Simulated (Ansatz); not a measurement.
## SiO₂: field gradients at two levels of theory

Cell: a structure deposited in the COD (listed for 1.1 GPa), its atoms then relaxed with PBE in this cell.

Space group P4_12_12 (No. 92); a = 4.8757, c = 6.7163 Å.

| site | Wyckoff | site symmetry | x | y | z |
| --- | --- | --- | --- | --- | --- |
| Si | 4a | ..2 | 0.3154 | 0.3154 | 0.0000 |
| O | 8b | 1 | 0.2321 | 0.1365 | 0.1952 |

One atom of each set is listed.

First run. All values are calculated (Ansatz; DFT, PBE, plane waves and PAW, scalar-relativistic, 420 eV cutoff, Γ-centred 5×5×4 k-points, Fermi–Dirac smearing 0.02 eV), not measured.

```csv
site,V_zz (10²¹ V/m²),η
Si,-0.48,0.80
O,9.02,0.27
```

Second run. The same atoms and settings, except that the functional is r2SCAN and the cutoff is 500 eV.

(1) What does the second run give?

Results:

(1) 

```
site   V_zz     η  change of V_zz
  Si  -0.47  0.74           +0.01
   O   8.90  0.26           -0.12
```

The largest change of V_zz is on O, from 9.02 to 8.90. In per cent, |V_zz| changes by -1 on O (all sites that start above 0.5).

For the second run: The largest force is 0.3 eV/Å, so the atoms aren't at the calculated equilibrium and relaxing them would move these values.
